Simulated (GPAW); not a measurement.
# NiO (Fm-3m) in GPAW: notebook

The runs below take NiO through single point, G0W0 quasiparticle levels, eps q, with PBE+U, PBE.

Program: GPAW 26.7.0. These are calculated values, not measurements. Logs are shortened: lines on timing, memory, paths and dates and some standing lists are left out, and cuts for length are marked. The log counts tension as positive stress, the text compression.

### 1 The structure

Symmetry: Fm-3m, No. 225, cubic system. The conventional cell has a = 4.172 Å, b = 4.172 Å, c = 4.172 Å, α = 90.00°, β = 90.00°, γ = 90.00°. Ni (site symmetry m-3m) has 6 O at 2.09 Å as nearest neighbours. Around O (site symmetry m-3m) lie 6 Ni at 2.09 Å.

### 2 Single point, PBE+U, collinear spin, ferromagnetic start

File run.py:

```python
from ase.dft.bandgap import bandgap
from ase.io import read, write
from ase.units import GPa
from gpaw import GPAW, PW

atoms = read('POSCAR')
atoms.set_initial_magnetic_moments([1.0, 0.0])

calc = GPAW(mode=PW(600),
            xc='PBE',
            kpts={'size': (9, 9, 9), 'gamma': True},
            occupations={'name': 'fermi-dirac', 'width': 0.01},
            setups={'Ni': ':d,2.0'},
            nbands=22,
            convergence={'density': 1e-05, 'energy': 1e-05},
            maxiter=150,
            txt='gpaw.txt')
atoms.calc = calc
energy = atoms.get_potential_energy()
forces = atoms.get_forces()
stress = atoms.get_stress()
calc.write('gs.gpw')
write('result.traj', atoms)
print(f'Energy: {energy:.6f} eV')
print('Forces (eV/A):')
print(forces.round(4))
print('Stress (GPa):', (stress / GPa).round(3))
print('Moments:', calc.get_magnetic_moments().round(3))
print('Fermi level:', round(calc.get_fermi_level(), 4), 'eV')
print(f'Gap: {bandgap(calc)[0]:.4f} eV, direct: {bandgap(calc, direct=True)[0]:.4f} eV')
```

File POSCAR:

```
NiO
1.0
    0.0000000000      2.0859016414      2.0859016414
    2.0859016414      0.0000000000      2.0859016414
    2.0859016414      2.0859016414      0.0000000000
Ni O
1 1
Direct
    0.0000000000      0.0000000000      0.0000000000
    0.5000000000      0.5000000000      0.5000000000
```

Potentials or basis: GPAW PAW data sets (gpaw-data 1.2.1), pw.

Started as:

```sh
$ OMP_NUM_THREADS=1 python run.py
```

gpaw.txt:

```text
__  _  _
 | _ |_)|_||  |
 |__||  | ||/\| - 26.7.0

Input parameters:
  mode=PW(ecut=600.0),
  convergence={'density': 1e-05, 'energy': 1e-05},
  kpts=MonkhorstPack(size=(9, 9, 9), gamma=True),
  maxiter=150,
  nbands=22,
  occupations=Occupations(name='fermi-dirac', width=0.01),
  setups={'Ni': ':d,2.0'},
  xc=XC(name='PBE')

Diagonalizing LCAO Hamiltonian
Converting LCAO to pw mode

              O

       Ni

Atoms  # Å, Bohr magnetons
|   | symbol |        x |        y |        z |    initial magnetic moments |
|---|--------|----------|----------|----------|-----------------------------|
| 0 |     Ni | 0.000000 | 0.000000 | 0.000000 | ( 0.0000,  0.0000,  1.0000) |
| 1 |      O | 2.085902 | 2.085902 | 2.085902 | ( 0.0000,  0.0000,  0.0000) |

Unit cell  # Å
| periodic |        x |        y |        z |  lengths |    angles |
|----------|----------|----------|----------|----------|-----------|
|      yes | 0.000000 | 2.085902 | 2.085902 | 2.949910 | 60.000000 |
|      yes | 2.085902 | 0.000000 | 2.085902 | 2.949910 | 60.000000 |
|      yes | 2.085902 | 2.085902 | 0.000000 | 2.949910 | 60.000000 |

Number of symmetries: 48
Symmetry operations  # r_c * U_cc + t_c -> r_c
|    | kind |            matrix            |
|----|------|------------------------------|
|  0 |  σ   |  1, 0, 0,  1, 0,-1,  1,-1, 0 |
|  1 |  C2  |  1, 0, 0,  1,-1, 0,  1, 0,-1 |
|  2 |  E   |  1, 0, 0,  0, 1, 0,  0, 0, 1 |
|  3 |  σ   |  1, 0, 0,  0, 0, 1,  0, 1, 0 |
|  4 |  C4  |  1, 0,-1,  1, 0, 0,  1,-1, 0 |
|  5 |  S6  |  1, 0,-1,  1,-1, 0,  1, 0, 0 |
|  6 |  σ   |  1, 0,-1,  0, 1,-1,  0, 0,-1 |
|  7 |  C3  |  1, 0,-1,  0, 0,-1,  0, 1,-1 |
|  8 |  S6  |  1,-1, 0,  1, 0, 0,  1, 0,-1 |
|  9 |  C4  |  1,-1, 0,  1, 0,-1,  1, 0, 0 |
| 10 |  C3  |  1,-1, 0,  0,-1, 1,  0,-1, 0 |
| 11 |  σ   |  1,-1, 0,  0,-1, 0,  0,-1, 1 |
| 12 |  σ   |  0, 1, 0,  1, 0, 0,  0, 0, 1 |
| 13 |  C4  |  0, 1, 0,  0, 1,-1, -1, 1, 0 |
| 14 |  C3  |  0, 1, 0,  0, 0, 1,  1, 0, 0 |
| 15 |  S6  |  0, 1, 0, -1, 1, 0,  0, 1,-1 |
| 16 |  C2  |  0, 1,-1,  1, 0,-1,  0, 0,-1 |
| 17 |  σ   |  0, 1,-1,  0, 1, 0, -1, 1, 0 |
| 18 |  S4  |  0, 1,-1,  0, 0,-1,  1, 0,-1 |
| 19 |  C4  |  0, 1,-1, -1, 1, 0,  0, 1, 0 |
| 20 |  C3  |  0, 0, 1,  1, 0, 0,  0, 1, 0 |
| 21 |  σ   |  0, 0, 1,  0, 1, 0,  1, 0, 0 |
| 22 |  S6  |  0, 0, 1,  0,-1, 1, -1, 0, 1 |
| 23 |  C4  |  0, 0, 1, -1, 0, 1,  0,-1, 1 |
| 24 |  S4  |  0, 0,-1,  1, 0,-1,  0, 1,-1 |
| 25 |  C3  |  0, 0,-1,  0, 1,-1,  1, 0,-1 |
| 26 |  C2  |  0, 0,-1,  0,-1, 0, -1, 0, 0 |
| 27 |  S6  |  0, 0,-1, -1, 0, 0,  0,-1, 0 |
| 28 |  S4  |  0,-1, 1,  1,-1, 0,  0,-1, 0 |
| 29 |  C4  |  0,-1, 1,  0, 0, 1, -1, 0, 1 |
| 30 |  C2  |  0,-1, 1,  0,-1, 0,  1,-1, 0 |
| 31 |  σ   |  0,-1, 1, -1, 0, 1,  0, 0, 1 |
| 32 |  C3  |  0,-1, 0,  1,-1, 0,  0,-1, 1 |
| 33 |  S6  |  0,-1, 0,  0, 0,-1, -1, 0, 0 |
| 34 |  S4  |  0,-1, 0,  0,-1, 1,  1,-1, 0 |
| 35 |  C2  |  0,-1, 0, -1, 0, 0,  0, 0,-1 |
| 36 |  C2  | -1, 1, 0,  0, 1, 0,  0, 1,-1 |
| 37 |  S6  | -1, 1, 0,  0, 1,-1,  0, 1, 0 |
| 38 |  S4  | -1, 1, 0, -1, 0, 1, -1, 0, 0 |
| 39 |  C3  | -1, 1, 0, -1, 0, 0, -1, 0, 1 |
| 40 |  S6  | -1, 0, 1,  0, 0, 1,  0,-1, 1 |
| 41 |  C2  | -1, 0, 1,  0,-1, 1,  0, 0, 1 |
| 42 |  C3  | -1, 0, 1, -1, 1, 0, -1, 0, 0 |
| 43 |  S4  | -1, 0, 1, -1, 0, 0, -1, 1, 0 |
| 44 |  C2  | -1, 0, 0,  0, 0,-1,  0,-1, 0 |
| 45 |  i   | -1, 0, 0,  0,-1, 0,  0, 0,-1 |
| 46 |  σ   | -1, 0, 0, -1, 1, 0, -1, 0, 1 |
| 47 |  C2  | -1, 0, 0, -1, 0, 1, -1, 1, 0 |

BZ-sampling:
  Number of BZ points: 729
  Number of IBZ points: 35

  Monkhorst-Pack size: [9, 9, 9]
  Monkhorst-Pack shift: [0, 0, 0]

K-points  # in reciprocal-cell coordinates
|     |                                coordinates |     weight |
|-----|--------------------------------------------|------------|
|   0 | (  0.00000000,   0.00000000,   0.00000000) | 0.00137174 |
|   1 | (  0.11111111,   0.11111111,   0.00000000) | 0.00823045 |
|   2 | (  0.11111111,   0.11111111,   0.11111111) | 0.01097394 |
|   3 | (  0.22222222,   0.11111111,   0.11111111) | 0.01646091 |
|   4 | (  0.22222222,   0.22222222,   0.00000000) | 0.00823045 |
|   5 | (  0.22222222,   0.22222222,   0.11111111) | 0.03292181 |
|   6 | (  0.22222222,   0.22222222,   0.22222222) | 0.01097394 |
|   7 | (  0.33333333,   0.22222222,   0.11111111) | 0.03292181 |
|   8 | (  0.33333333,   0.22222222,   0.22222222) | 0.03292181 |
|   9 | (  0.33333333,   0.33333333,  -0.33333333) | 0.01646091 |
| ... |                                            |            |
|  34 | (  0.44444444,   0.44444444,   0.44444444) | 0.01097394 |

Plane wave coefficients: 620
Cutoff: 600.0 eV

Spin-components: 2 (collinear spins)
Bands:           22
Projectors:      11
Spin-degeneracy: 1
Datatype:        complex128

Density:
  Valence electrons: 22.0
  Components: 2
  Grid points: [18 18 18]
  Charge: 0.0  # |e|

Potential:
  Grid points: [18 18 18]

species:
  Ni:
    name:    Nickel
    Z:       28.0
    valence: 16
    core:    12
    charge:  0.0  # [|e|]
    Hubbard: {U: 2.0,  # eV
              l: 2,
              scale: True}
    compensation charges:
      type: gauss
      rc: 0.36  # [Å]
      lmax: 2
    cutoffs:
      filter: 2.14  # [Å]
      core: 1.98  # [Å]
    projectors
    | kind |    occ | energy [eV] | rcut [Å] |
    |------|--------|-------------|----------|
    |   4s |  2.000 |      -5.642 |    1.164 |
    |   3p |  6.000 |     -71.394 |    1.207 |
    |   4p |  0.000 |      -1.226 |    1.207 |
    |   3d |  8.000 |      -8.875 |    1.138 |
    |    s |        |      21.570 |    1.164 |
    |    d |        |      18.337 |    1.138 |

    Using partial waves for Ni as LCAO basis

  O:
    name:    Oxygen
    Z:       8.0
    valence: 6
    core:    2
    charge:  0.0  # [|e|]
    compensation charges:
      type: gauss
      rc: 0.21  # [Å]
      lmax: 2
    cutoffs:
      filter: 1.17  # [Å]
      core: 0.83  # [Å]
    projectors
    | kind |    occ | energy [eV] | rcut [Å] |
    |------|--------|-------------|----------|
    |   2s |  2.000 |     -23.961 |    0.688 |
    |   2p |  4.000 |      -9.029 |    0.598 |
    |    s |        |       3.251 |    0.688 |
    |    p |        |      18.182 |    0.598 |
    |    d |        |       0.000 |    0.619 |

    Using partial waves for O as LCAO basis

Reference energy: -43408.850748  # eV

eigensolver:
  PPCG
  Converge bands: occupied
  niter=2

density mixing:
  MSR1-Mixer
  Pratt-step length: 0.05
  Maximum mixing coefficient: 0.75
  Old densities: 10
  SVD Regularization: 0.005
  Good broyden scale: 1.0
  Trust region scale: 1.0
  Backstep threshold: 4.0
  History deletion threshold: 6.0
  Fourier metric: weight=20.0, sigma=0.015

occupation numbers:
  Fermi-Dirac:
    width: 0.0100  # eV

poisson solver:
  ecut: 4800.0  # eV

xc functional:
  name: PBE with 2 nearest neighbor stencil

convergence criteria:
- Maximum integral of absolute [dens]ity change: 1e-05 electrons / valence electron
- Maximum [total energy] change in last 3 cyles: 1e-05 eV / valence electron
- Maximum integral of absolute [eigenst]ate change: 4e-08 eV^2 / valence electron
maximum number of iterations: 150

SCF iterations
|iter     | |      energy | eigst |  dens |  magmom |
|---------|-|-------------|-------|-------|---------|
|iter:   1| |  -12.301549 | -0.06 |       |  +1.0004|
|iter:   2| |  -12.235906 | -2.50 | -1.14 |  +1.0035|
|iter:   3| |  -12.360135 | -2.30 | -1.18 |  +1.0724|
|iter:   4| |  -12.632783 | -2.83 | -1.51 |  +1.3020|
|iter:   5| |  -12.861014 | -3.23 | -1.55 |  +1.5635|
|iter:   6| |  -11.659579 | -1.31 | -1.46 |  +3.0950|
|iter:   7| |  -12.907912 | -1.68 | -1.14 |  +1.8103|
|iter:   8| |  -12.918742 | -3.81 | -1.90 |  +1.9031|
|iter:   9| |  -12.921889 | -4.76 | -2.22 |  +1.9609|
|iter:  10| |  -12.922562 | -5.34 | -2.66 |  +1.9907|
|iter:  11| |  -12.922602 | -6.81 | -3.27 |  +1.9985|
|iter:  12| |  -12.922603c| -8.06c| -3.97 |  +2.0002|
|iter:  13| |  -12.922603c| -7.87c| -4.62 |  +2.0000|
|iter:  14| |  -12.922603c| -9.32c| -5.39c|  +2.0000|

Converged in 14 steps
Energy contributions relative to reference atoms: (reference = -43408.850748)

Energy contributions:
  Kinetic:          30.541824
  Coulomb:         -25.388112
  Zero:              0.172057
  External:          0.000000
  Xc:              -18.248372
  Entropy:          -0.000000
  Spinorbit:         0.000000
  ----------------------------
  Free energy:     -12.922603
  Extrapolated:    -12.922603

dipole moment: (-8.405733, -8.405733, -8.405733)  # |e|*Ang

Total magnetic moment: (0.000000, 0.000000, 2.000032)

Local magnetic moments
|        x |        y |        z |
|----------|----------|----------|
| 0.000000 | 0.000000 | 1.700219 |  # Ni   0
| 0.000000 | 0.000000 | 0.211323 |  # O    1

Fermi level: 8.134
Eigenvalues  # (at kpt = [0.000, 0.000, 0.000])
| band index |      eig [eV] | occ [0-1] |      eig [eV] | occ [0-1] |
|------------|---------------|-----------|---------------|-----------|
|          0 |       -56.881 |     1.000 |       -54.784 |     1.000 |
|        ... |               |           |               |           |
|          3 |       -12.151 |     1.000 |       -11.715 |     1.000 |
|          4 |         3.597 |     1.000 |         5.319 |     1.000 |
|          5 |         3.597 |     1.000 |         5.319 |     1.000 |
|          6 |         4.353 |     1.000 |         5.319 |     1.000 |
|          7 |         4.353 |     1.000 |         5.784 |     1.000 |
|          8 |         4.353 |     1.000 |         5.784 |     1.000 |
[... 8 lines left out ...]
|         17 |        30.028 |     0.000 |        30.600 |     0.000 |
|         18 |        30.028 |     0.000 |        30.600 |     0.000 |
|        ... |               |           |               |           |
|         21 |        33.271 |     0.000 |        34.746 |     0.000 |

Gap: 0.534 eV
Transition (v -> c):
  (s=0, k=34, n=11, [0.44, 0.44, 0.44]) -> (s=1, k=0, n=10, [0.00, 0.00, 0.00])
Direct/indirect transitions are different
Direct gap: 1.364 eV
Transition at: (s=0->1, k=18, n=11, [0.44, 0.22, 0.22])

Forces  # eV/Ang
|        x |       y |        z |
|----------|---------|----------|
|  0.00000 | 0.00000 | -0.00000 |  # Ni   0
| -0.00000 | 0.00000 |  0.00000 |  # O    1

Stress tensor  # eV/Ang^3
|         x |         y |         z |
|-----------|-----------|-----------|
| -0.052535 |  0.000000 |  0.000000 |
|  0.000000 | -0.052535 |  0.000000 |
|  0.000000 |  0.000000 | -0.052535 |

# Writing to gs.gpw (mode='')
```

Run time: 32 s. Hardware: 1 thread of Arm Neoverse V2, shared host; peak memory 0.15 GiB.

What came out:

```yaml
Free_energy: -12.9226 eV
Pressure: 8.4 GPa
Band_gap_on_the_k_mesh: 0.53 eV, indirect (least direct gap 1.36 eV)
Net_moment: 2.00 μB per cell
Site_moments: Ni +1.70; O +0.21 μB
```

Levels at points of the mesh, in eV from the valence-band top:
Spin up:
```tsv
k point	band 9	band 10	band 11	band 12	band 13	band 14	band 15	band 16
(0.00, 0.00, 0.00)	-3.52	-2.60	-2.60	-2.60	1.71	17.94	18.73	18.73
```
Spin down:
| k point | band 8 | band 9 | band 10 | band 11 | band 12 | band 13 |
| --- | --- | --- | --- | --- | --- | --- |
| (0.00, 0.00, 0.00) | -2.09 | -2.09 | -2.09 | 0.53 | 0.53 | 2.09 |

Caveat: the cutoff is short for stress and forces, so pressures can be off by a GPa or more; the stock nickel data set gives pressures a few GPa off other programs; an odd mesh through Γ misses points on the zone boundary, where band edges often lie; a cell with one magnetic atom can't hold antiferromagnetic order, which such compounds often take.

(Continued in part 2 of 3.)
